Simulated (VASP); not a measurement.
# SnS2 (P-3m1) in VASP: a series of runs

The runs below take SnS2 through band structure, with HSE06, PBE+D3(BJ).

All numbers are computed with VASP 6.6.1; they aren't measurements. Logs are shortened: lines on timing, memory, paths and dates and some standing lists are left out, and cuts for length are marked.

## (1) Starting point

The structure is trigonal, space group P-3m1 (No. 164). Conventional cell: a = 3.667 Å, b = 3.667 Å, c = 5.811 Å, α = 90.00°, β = 90.00°, γ = 120.00°. Around Sn (site symmetry -3m) lie 6 S at 2.58 Å. S (site symmetry 3m) is surrounded by 3 Sn at 2.58 Å.

## (2) Band structure, HSE06, spin-orbit coupling, no magnetisation

The input, POSCAR:

```
SnS2                                    
1.0
    3.6670894341     -0.0000000000      0.0000000000
   -1.8335447170      3.1757926034     -0.0000000000
   -0.0000000000      0.0000000000      5.8110412039
  Sn              S             
     1     2
Direct
     0.0000000000000000    0.0000000000000000    0.0000000000000000
     0.3333333300000021    0.6666666699999979    0.2543524697611408
     0.6666666699999979    0.3333333300000021    0.7456475302388591
```

The input, INCAR.step1:

```
PREC = Accurate
ENCUT = 520
EDIFF = 1E-5
ISMEAR = 0
SIGMA = 0.03
LREAL = False
LASPH = True
NELM = 80
ALGO = Normal
ISIF = 2
LWAVE = True
LCHARG = False
MAGMOM = 0 0 0 0 0 0 0 0 0
LORBIT = 11
LSORBIT = True
GGA_COMPAT = False
NBANDS = 41
KPAR = 4
GGA = PE
```

The input, INCAR.step2:

```
PREC = Accurate
ENCUT = 520
EDIFF = 1E-7
ISMEAR = 0
SIGMA = 0.03
LREAL = False
LASPH = True
NELM = 80
ALGO = Normal
ISIF = 2
LWAVE = False
LCHARG = False
MAGMOM = 0 0 0 0 0 0 0 0 0
LORBIT = 11
LSORBIT = True
GGA_COMPAT = False
GGA = PE
LHFCALC = True
HFSCREEN = 0.2
PRECFOCK = Fast
NBANDS = 41
KPAR = 4
ISTART = 1
```

The input, KPOINTS:

```
regular mesh
0
Gamma
  6 6 3
```

The input, KPOINTS_OPT:

```
explicit points
6
Reciprocal
 0.0000000000  0.0000000000  0.0000000000 1
 0.0000000000  0.0000000000  0.5000000000 1
 0.3333333333  0.3333333333  0.5000000000 1
 0.3333333333  0.3333333333  0.0000000000 1
 0.5000000000  0.0000000000  0.5000000000 1
 0.5000000000  0.0000000000  0.0000000000 1
```

Potentials or basis: VASP PAW PBE potentials, release 64 (Sn_d, S).

Run with:

```console
> cat potpaw_PBE.64/Sn_d/POTCAR potpaw_PBE.64/S/POTCAR > POTCAR
> cp INCAR.step1 INCAR
> mpirun -np 4 vasp_ncl > vasp.out
> cp INCAR.step2 INCAR
> mpirun -np 4 vasp_ncl > vasp.out
```

OUTCAR:

```text
PREC = Accurate
   ENCUT = 520
   EDIFF = 1E-7
   ISMEAR = 0
   LREAL = False
   LASPH = True
   NELM = 80
   ISIF = 2
   LORBIT = 11
   LSORBIT = True
   GGA = PE
   LHFCALC = True
   HFSCREEN = 0.2
   PRECFOCK = Fast
   ISTART = 1

 ion  position               nearest neighbor table
   1  0.000  0.000  0.000-   2 2.58   3 2.58   2 2.58   3 2.58   3 2.58   2 2.58
   2  0.333  0.667  0.254-   1 2.58   1 2.58   1 2.58
   3  0.667  0.333  0.746-   1 2.58   1 2.58   1 2.58

  LATTYP: Found a hexagonal cell.
 ALAT       =     3.6670894341
 C/A-ratio  =     1.5846467091

  Lattice vectors:

 A1 = (   3.6670894341,   0.0000000000,   0.0000000000)
 A2 = (  -1.8335447170,   3.1757926034,   0.0000000000)
 A3 = (   0.0000000000,   0.0000000000,   5.8110412039)

Analysis of symmetry for initial positions (statically):
=====================================================================
 Subroutine PRICEL returns:
 Original cell was already a primitive cell.

 Routine SETGRP: Setting up the symmetry group for a
 hexagonal supercell.

 Subroutine GETGRP returns: Found 12 space group operations
 (whereof 12 operations were pure point group operations)
 out of a pool of 24 trial point group operations.

The static configuration has the point symmetry D_3d.

Analysis of symmetry for dynamics (positions and initial velocities):
=====================================================================
 Subroutine PRICEL returns:
 Original cell was already a primitive cell.

 Routine SETGRP: Setting up the symmetry group for a
 hexagonal supercell.

 Subroutine GETGRP returns: Found 12 space group operations
 (whereof 12 operations were pure point group operations)
 out of a pool of 24 trial point group operations.

The dynamic configuration has the point symmetry D_3d.

Analysis of structural, dynamic, and magnetic symmetry:
=====================================================================
 Subroutine PRICEL returns:
 Original cell was already a primitive cell.

 Routine SETGRP: Setting up the symmetry group for a
 hexagonal supercell.

 Subroutine GETGRP returns: Found 12 space group operations
 (whereof 12 operations were pure point group operations)
 out of a pool of 24 trial point group operations.

The overall configuration has the point symmetry D_3d.

 Subroutine INISYM returns: Found 12 space group operations
 (whereof 12 operations are pure point group operations),
 and found     1 'primitive' translations

----------------------------------------------------------------------------------------

                                     Primitive cell

  volume of cell :      67.6749

  direct lattice vectors                    reciprocal lattice vectors
     3.667089434  0.000000000  0.000000000     0.272695831  0.157441012  0.000000000
    -1.833544717  3.175792603  0.000000000     0.000000000  0.314882023  0.000000000
     0.000000000  0.000000000  5.811041204     0.000000000  0.000000000  0.172086200

  length of vectors
     3.667089434  3.667089430  5.811041204     0.314882023  0.314882023  0.172086200

  position of ions in fractional coordinates (direct lattice)
     0.000000000  0.000000000  0.000000000
     0.333333330  0.666666670  0.254352470
     0.666666670  0.333333330  0.745647530

  ion indices of the primitive-cell ions
   primitive index   ion index
                 1           1
                 2           2
                 3           3

----------------------------------------------------------------------------------------
[... 79 lines left out ...]
   IALGO  =     38    algorithm
   IMIX   =      1    mixing-type and parameters
     AMIX     =   0.40;   BMIX     =  1.00
     AMIX_MAG =   1.60;   BMIX_MAG =  1.00
  volume/ion in A,a.u.               =      22.56       152.23
  Fermi-wavevector in a.u.,A,eV,Ry     =   1.190118  2.248997 19.271037  1.416381
  Thomas-Fermi vector in A             =   2.326210
   LORBIT       =     11    0 simple, 1 ext, 2 COOP (PROOUT), +10 PAW based schemes
   GGA     = PE    functional components
   LHFCALC =     T    Hartree Fock is set to
   PRECFOCK=fast      Normal, Fast or Accurate (Low or Medium for compatibility)
   ENCUT4O =  -1.0   cutoff for four orbital integrals eV
   NKREDX  =     1    reduce k-point grid by
   NKREDY  =     1    reduce k-point grid by
   NKREDZ  =     1    reduce k-point grid by
   AEXX    =    0.2500 exact exchange contribution
   HFSCREEN=    0.2000 screening length (either q_TF or 0.3 A-1)
   HFSCREENC=   0.2000 screening length for correlation (either q_TF or 0.3 A-1)
   ENCUTFOCK=  -1.0 apply spherical cutoff to Coloumb kernel
   IVDW    =     0    specifies the selected vdW correction
   LEPSILON=     F    determine dielectric tensor
   LRPA    =     F    only Hartree local field effects (RPA)
 Gauss-broadening in eV      SIGMA  =   0.03
  energy-cutoff  :      520.00
  volume of cell :       67.67
 maximum number of plane-waves:      3672
 NGX is ok and might be reduce to    28
  NGX = 16; NGY = 16; NGZ = 28

 number of electron      26.0000010 magnetization      -0.0000000      0.0000000      0.0000000

 number of electron      26.0000010 magnetization       0.0000000     -0.0000000     -0.0000000

 Free energy of the ion-electron system (eV)
  ---------------------------------------------------
  ext. energy  EPLUGINS =         0.00000000
  ---------------------------------------------------
  free energy    TOTEN  =       -16.24528626 eV

  energy without entropy =      -16.24528626  energy(sigma->0) =      -16.24528626

 E-fermi :   4.3754     XC(G=0):  -8.0064

 val. band max:        4.1882521907   @ k =   0.0000   0.0000   0.0000
 cond. band min:       6.3716160546   @ k =   0.5000   0.0000   0.3333
 fundamental gap:      2.1833638639
 Fermi energy:         4.3754378576

 k-point     1 :       0.0000    0.0000    0.0000
  band No.  band energies     occupation
      1     -19.3826      1.00000
      2     -19.3826      1.00000
      3     -19.3567      1.00000
      4     -19.3567      1.00000
      5     -18.3450      1.00000
      6     -18.3450      1.00000
[... 686 lines left out ...]
     37      14.8329      0.00000
     38      14.8329      0.00000
 [bands above 38 left out]

------------------------ aborting loop because EDIFF is reached ----------------------------------------

  FORCE on cell =-STRESS in cart. coord.  units (eV):
  Direction    XX          YY          ZZ          XY          YZ          ZX
  --------------------------------------------------------------------------------------
  -------------------------------------------------------------------------------------
  Total       -0.3930982     -0.3930982     -0.3931145     -0.0000000      0.0000000     -0.0000000
  in kB       -9.3064491     -9.3064491     -9.3068355     -0.0000000      0.0000000     -0.0000000
  external PRESSURE =      -9.3065779 kB  Pullay stress =       0.0000000 kB

 VOLUME and BASIS-vectors are now :
 -----------------------------------------------------------------------------
  energy-cutoff  :      520.00
  volume of cell :       67.67
      direct lattice vectors                 reciprocal lattice vectors
     3.667089434  0.000000000  0.000000000     0.272695831  0.157441012  0.000000000
    -1.833544717  3.175792603  0.000000000     0.000000000  0.314882023  0.000000000
     0.000000000  0.000000000  5.811041204     0.000000000  0.000000000  0.172086200

 POSITION                                       TOTAL-FORCE (eV/Angst)
 -----------------------------------------------------------------------------------
      0.00000      0.00000      0.00000         0.000000      0.000000      0.000000
     -0.00000      2.11720      1.47805         0.000000     -0.000000     -0.528869
      1.83354      1.05860      4.33299        -0.000000      0.000000      0.528869
 -----------------------------------------------------------------------------------
    total drift:                                0.000000     -0.000000      0.000002

  FREE ENERGIE OF THE ION-ELECTRON SYSTEM (eV)
  ---------------------------------------------------
  free  energy   TOTEN  =       -16.2452862600 eV

  energy  without entropy=      -16.2452862600  energy(sigma->0) =      -16.24528626

 Spin-Orbit-Coupling matrix elements

 Ion:    1  E_soc:     -0.0786637
 l=   1
     0.0000000    -0.0074303    -0.0074789
    -0.0074303     0.0000000    -0.0074303
    -0.0074789    -0.0074303     0.0000000
 l=   2
     0.0000000    -0.0011278     0.0000000    -0.0011278    -0.0045543
    -0.0011278     0.0000000    -0.0034050    -0.0011170    -0.0011278
     0.0000000    -0.0034050     0.0000000    -0.0034050     0.0000000
    -0.0011278    -0.0011170    -0.0034050     0.0000000    -0.0011278
    -0.0045543    -0.0011278     0.0000000    -0.0011278     0.0000000
 l=   3
     0.0000000     0.0000000     0.0000000     0.0000000     0.0000000     0.0000000     0.0000000
     0.0000000     0.0000000     0.0000000     0.0000000     0.0000000     0.0000000     0.0000000
     0.0000000     0.0000000     0.0000000     0.0000000     0.0000000     0.0000000     0.0000000
     0.0000000     0.0000000     0.0000000     0.0000000     0.0000000     0.0000000     0.0000000
[... 29 lines left out ...]
 l=   2
     0.0000000     0.0000000     0.0000000     0.0000000     0.0000000
     0.0000000     0.0000000     0.0000000     0.0000000     0.0000000
     0.0000000     0.0000000     0.0000000     0.0000000     0.0000000
     0.0000000     0.0000000     0.0000000     0.0000000     0.0000000
     0.0000000     0.0000000     0.0000000     0.0000000     0.0000000
 l=   3
     0.0000000     0.0000000     0.0000000     0.0000000     0.0000000     0.0000000     0.0000000
     0.0000000     0.0000000     0.0000000     0.0000000     0.0000000     0.0000000     0.0000000
     0.0000000     0.0000000     0.0000000     0.0000000     0.0000000     0.0000000     0.0000000
     0.0000000     0.0000000     0.0000000     0.0000000     0.0000000     0.0000000     0.0000000
     0.0000000     0.0000000     0.0000000     0.0000000     0.0000000     0.0000000     0.0000000
     0.0000000     0.0000000     0.0000000     0.0000000     0.0000000     0.0000000     0.0000000
     0.0000000     0.0000000     0.0000000     0.0000000     0.0000000     0.0000000     0.0000000

 total charge

# of ion       s       p       d       tot
------------------------------------------
    1        0.999   1.042  10.153  12.194
    2        1.359   2.349   0.000   3.708
    3        1.359   2.349   0.000   3.708
--------------------------------------------------
tot          3.717   5.740  10.153  19.610

 magnetization (x)

# of ion       s       p       d       tot
------------------------------------------
    1        0.000  -0.000   0.000  -0.000
    2        0.000   0.000   0.000   0.000
    3        0.000   0.000   0.000   0.000
--------------------------------------------------
tot          0.000   0.000   0.000   0.000

 magnetization (y)

# of ion       s       p       d       tot
------------------------------------------
    1       -0.000   0.000   0.000  -0.000
    2        0.000   0.000   0.000   0.000
    3        0.000  -0.000   0.000  -0.000
--------------------------------------------------
tot         -0.000   0.000   0.000  -0.000

 magnetization (z)

# of ion       s       p       d       tot
------------------------------------------
    1        0.000  -0.000   0.000   0.000
    2        0.000   0.000   0.000   0.000
    3        0.000   0.000   0.000   0.000
--------------------------------------------------
tot          0.000  -0.000   0.000   0.000
```

It took 43 min on 4 MPI ranks of Intel Xeon Platinum 8488C (Sapphire Rapids), shared host; peak memory 0.56 GiB.

What came out:

```
Free energy                                           : -16.2453 eV
Pressure                                              : -0.9 GPa
Largest force                                         : 0.529 eV/Å
Valence electrons inside the program's atomic spheres : Sn 12.19; S 3.71
```

Forces on the atoms (eV/Å):
```
Sn   0.000  0.000  0.000
S    0.000  0.000 -0.529
S    0.000  0.000  0.529
```

Caveat: the k mesh is coarse (spacing up to 0.36 Å⁻¹), so the values aren't converged, least of all with exact exchange; the PAW data sets were made with another functional, which shifts forces and pressure a little; this functional lacks dispersion, which binds the layers, so the pressure and a relaxed spacing across them are unreliable.

## (3) Band structure, PBE+D3(BJ)

The input, INCAR:

```
SYSTEM = SnS2
  ALGO = Fast
  EDIFF = 1E-7
  ENCUT = 520
  GGA = PE
  ICORELEVEL = 1
  ISIF = 2
  ISMEAR = 0
  IVDW = 12
  LASPH = .TRUE.
  LCHARG = .FALSE.
  LREAL = .FALSE.
  LWAVE = .FALSE.
  NBANDS = 20
  NELM = 80
  PREC = Accurate
  SIGMA = 0.03
```

The input, KPOINTS:

```
k-points
0
G
  9 9 5
  0 0 0
```

The input, POSCAR:

```
SnS2                                    
1.0
    3.6670894458      0.0000000000      0.0000000000
   -1.8335447229      3.1757926135      0.0000000000
    0.0000000000     -0.0000000000      5.8110412036
  Sn              S             
     1     2
Direct
     1.0000000000000000    0.0000000000000000    0.0000000000000000
     0.3333333300000021    0.6666666699999979    0.2543524697964656
     0.6666666699999979    0.3333333300000021    0.7456475302035344
```

The input, KPOINTS_OPT:

```
explicit points
186
Reciprocal
 0.0000000000  0.0000000000  0.0000000000 1
 0.0263157895  0.0000000000  0.0000000000 1
 0.0526315789  0.0000000000  0.0000000000 1
 0.0789473684  0.0000000000  0.0000000000 1
 0.1052631579  0.0000000000  0.0000000000 1
 0.1315789474  0.0000000000  0.0000000000 1
[... 178 lines left out ...]
 0.5000000000  0.0000000000  0.5000000000 1
 0.5000000000  0.0000000000  0.0000000000 1
```

Potentials or basis: VASP PAW PBE potentials, release 64 (Sn_d, S).

Run with:

```console
> cat potpaw_PBE.64/Sn_d/POTCAR potpaw_PBE.64/S/POTCAR > POTCAR
> mpirun -np 1 vasp_std > vasp.out
```

It took 2.1 min on 1 thread of AMD EPYC 9R45 (Zen 5), shared host; peak memory 0.23 GiB.

It converged, with:

```yaml
Free_energy: -14.1383 eV
Pressure: 0.0 GPa
Largest_force: 0.004 eV/Å
Band_gap_on_the_k_mesh: 1.31 eV, indirect (least direct gap 1.75 eV)
Band_gap_along_the_path: 1.29 eV, indirect (least direct gap 1.75 eV)
Dispersion_energy_per_atom: -0.328 eV
```

Forces in eV/Å, atoms in the order of the input:
```
Sn   0.000  0.000  0.000
S    0.000  0.000  0.004
S    0.000  0.000 -0.004
```

Levels at the corners of the path, in eV from the valence-band top:
```
point  band 9  band 10  band 11  band 12  band 13  band 14  band 15  band 16  band 17  band 18
    Γ   -0.73    -0.73    -0.49    -0.49    -0.01     1.74     3.53     5.32     5.32     8.96
    M   -4.36    -2.86    -2.62    -1.18    -0.37     1.63     4.36     5.81     5.92     7.52
    M   -4.36    -2.86    -2.62    -1.18    -0.37     1.63     4.36     5.81     5.92     7.52
    K   -3.56    -3.56    -3.22    -1.56    -1.56     1.81     6.86     6.86     7.56     7.75
    K   -3.56    -3.56    -3.22    -1.56    -1.56     1.81     6.86     6.86     7.56     7.75
    Γ   -0.73    -0.73    -0.49    -0.49    -0.01     1.74     3.53     5.32     5.32     8.96
    Γ   -0.73    -0.73    -0.49    -0.49    -0.01     1.74     3.53     5.32     5.32     8.96
    A   -2.04    -0.84    -0.84    -0.32    -0.32     2.97     3.60     5.02     5.02     8.55
    A   -2.04    -0.84    -0.84    -0.32    -0.32     2.97     3.60     5.02     5.02     8.55
    L   -4.88    -2.43    -1.85    -0.84    -0.78     1.38     4.58     5.43     6.37     6.81
    L   -4.88    -2.43    -1.85    -0.84    -0.78     1.38     4.58     5.43     6.37     6.81
    H   -4.15    -4.15    -3.65    -0.38    -0.38     2.92     5.22     5.22     6.90     8.54
    H   -4.15    -4.15    -3.65    -0.38    -0.38     2.92     5.22     5.22     6.90     8.54
    A   -2.04    -0.84    -0.84    -0.32    -0.32     2.97     3.60     5.02     5.02     8.55
    L   -4.88    -2.43    -1.85    -0.84    -0.78     1.38     4.58     5.43     6.37     6.81
    M   -4.36    -2.86    -2.62    -1.18    -0.37     1.63     4.36     5.81     5.92     7.52
    K   -3.56    -3.56    -3.22    -1.56    -1.56     1.81     6.86     6.86     7.56     7.75
    H   -4.15    -4.15    -3.65    -0.38    -0.38     2.92     5.22     5.22     6.90     8.54
```

Core levels (eV, on the scale of the bands):
```csv
atom,levels
1 Sn,"1s -28997.4, 2s -4368.8, 2p -3920.4, 3s -835.1, 3p -688.7, 3d -463.4, 4s -124.1, 4p -79.9"
2 S,"1s -2393.6, 2s -199.7, 2p -144.5"
3 S,"1s -2393.6, 2s -199.7, 2p -144.5"
```

Caveat: spin-orbit coupling is left out, which moves the levels of the heavy elements.
